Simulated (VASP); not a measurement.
A run of VASP 6.6.1:

File INCAR:

```
PREC = Accurate ; ENCUT = 520
EDIFF = 1E-6 ; ISMEAR = 0
SIGMA = 0.1 ; LREAL = F
LASPH = T ; NELM = 100
ALGO = Normal ; ISIF = 2
LWAVE = F ; LCHARG = T
GGA = PE ; LELF = T
LVHAR = T ; NBANDS = 21
```

File KPOINTS:

```
Automatic mesh
0
Gamma
  6 6 4
```

The input POSCAR:

```
Ti2C
1.0
    3.0605341952      0.0000000000      0.0000000000
    0.0000000000      3.0605341952      0.0000000000
    0.0000000000      0.0000000000      4.1896459359
Ti C
2 1
Direct
    0.0000000000      0.0000000000      0.0000000000
    0.5000000000      0.5000000000      0.5000000000
    0.0000000000      0.0000000000      0.5000000000
```

Potentials or basis: VASP PAW PBE potentials, release 64 (Ti_sv, C).

Run with:

```bash
$ cat potpaw_PBE.64/Ti_sv/POTCAR potpaw_PBE.64/C/POTCAR > POTCAR
$ mpirun -np 1 vasp_std > vasp.out
```

Hardware: 1 thread of Intel(R) Xeon(R) Platinum 8488C (Sapphire Rapids) (shared host).

Q: How long does it take, and how much memory?

A: Wall time 14 s on 1 thread of Intel(R) Xeon(R) Platinum 8488C (Sapphire Rapids) (shared host), peak memory 0.15 GiB. Counts: scf iterations 16, k points 30.
